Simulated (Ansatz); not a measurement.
Polymorphs of NbAs

Theory: DFT PBE, scalar-relativistic, plane waves, PAW in Ansatz 0.2.0. All cells share a 420 eV cutoff and Γ-centred k meshes spaced at most 0.3 Å⁻¹ (0.19 for metals, 2π included).

All energies are static (0 K, no zero-point motion). Only the structures computed here compete, so a lower one can exist. The k mesh leaves about 4 meV/atom of noise in metals. No run is spin-polarised.

```csv
#,started from,space group,atoms,V (Å³/atom),ΔE (meV/atom),gap on mesh (eV),rattle test
1,database cell,I4_1md (No. 109),4,17.7,0,0.00,-
2,a rattled cell,P-6m2 (No. 187),2,17.7,7,0.00,-
3,rock salt type,Fm-3m (No. 225),2,18.3,449,0.00,-
4,zinc blende type,F-43m (No. 216),2,24.6,986,0.00,falls lower
```

The lowest structure: Space group I4_1md (No. 109), tetragonal, a = 3.473 Å, c = 11.750 Å. Nb is coordinated by 6 As at 2.63–2.64 Å; As is coordinated by 6 Nb at 2.63–2.64 Å. Its energy against the elements is -0.69 eV/atom. Formation energies are uncorrected and refer to the lowest elemental structures computed at the same level.

```cif
data_structure
_symmetry_space_group_name_H-M 'I4_1md'
_symmetry_Int_Tables_number 109
_cell_length_a 3.4734
_cell_length_b 3.4734
_cell_length_c 11.7504
_cell_angle_alpha 90.000
_cell_angle_beta 90.000
_cell_angle_gamma 90.000
_cell_volume 141.76
loop_
_atom_site_label
_atom_site_type_symbol
_atom_site_symmetry_multiplicity
_atom_site_Wyckoff_symbol
_atom_site_fract_x
_atom_site_fract_y
_atom_site_fract_z
_atom_site_occupancy
Nb1 Nb 4 a 0.00000 0.00000 0.24890 1
As1 As 4 a 0.50000 0.50000 0.16710 1
```

The second: Space group P-6m2 (No. 187), hexagonal, a = 3.424 Å, c = 3.489 Å. Nb has 6 As at 2.64 Å; around As lie 6 Nb at 2.64 Å.